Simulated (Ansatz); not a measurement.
Wanted: the native input for an Ansatz 0.2.0 run.

```yaml
Task: single point
Functional: PBE
Potentials_or_basis: all-electron LAPW, scalar-relativistic
Cutoff: 217 eV (chosen from the basis error)
Basis_error_allowed: 0.001 eV/atom
k_mesh: 11 × 11 × 11
Occupations: gaussian, width 0.013 eV
Spin: no spin polarisation
```

The system is Nb.

```xyz
1
Lattice="-1.6640 1.6640 1.6640 1.6640 -1.6640 1.6640 1.6640 1.6640 -1.6640" Properties=species:S:1:pos:R:3 pbc="T T T"
Nb    0.0000    0.0000    0.0000
```

One way to write it, as run:

input.yaml

```yaml
crystal:
  lattice:
    - [-1.66395, 1.66395, 1.66395]
    - [1.66395, -1.66395, 1.66395]
    - [1.66395, 1.66395, -1.66395]
  atoms:
    - { symbol: Nb, position: [0.0, 0.0, 0.0] }
kpoints:
  mp_grid: { grid: [11, 11, 11] }
scf:
  occupations: { method: gaussian, width: 0.013 }
hamiltonian:
  xc: pbe
  pseudopotentials: { kind: all_electron, lapw: { basis_error: 0.001 } }
output:
  forces: true
  stress: true
  eigenvalues: true
```

Potentials or basis: all-electron LAPW, scalar-relativistic.

Run with:

```console
$ ansatz run input.yaml --threads 1 --pin off --max-ram 3072MiB --backend cpu --events-out ev --progress --plain --runs-dir out
```

It gave:

- Pressure: -1.8 GPa
- Band gap on the k mesh: none (metal or under the smearing width)

It took 9.8 s on 1 thread of Intel(R) Xeon(R) Processor @ 2.50GHz (Skylake/Cascade Lake) (shared host), peak memory 0.27 GiB.
